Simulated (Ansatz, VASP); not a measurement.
## One calculation of LiF, two programs

```
CELL_PARAMETERS angstrom
0.00000 2.01999 2.01999
2.01999 0.00000 2.01999
2.01999 2.01999 0.00000
ATOMIC_POSITIONS crystal
Li 0.00000 0.00000 0.00000
F 0.50000 0.50000 0.50000
```

Alike in both runs: task single point; functional RPBE; dispersion D4; k mesh 10 × 10 × 10; occupations gaussian, width 0.05 eV; no spin polarisation.

|  | VASP | Ansatz |
| --- | --- | --- |
| version | VASP 6.6.1 | Ansatz 0.2.0 |
| potentials or method | VASP PAW PBE potentials, release 64 (Li_sv, F) | scalar-relativistic, plane waves, PAW |
| plane-wave cutoff (eV) | 520 | 420 |
| valence electrons in the cell | 10 | 10 |

VASP gave:

| Property | Result |
| --- | --- |
| gap on the k mesh at the Fermi level (eV) | 9.27 |
| least direct gap on the mesh (eV) | 9.27 |
| dispersion energy (meV/atom) | -140.4 |

What did Ansatz give for the same quantities?

gap on the k mesh at the Fermi level (eV): 9.26; least direct gap on the mesh (eV): 9.26; dispersion energy (meV/atom): -140.4.

 A hybrid or GW would open this gap; RPBE tends to underestimate it. A k mesh can miss the band edges.
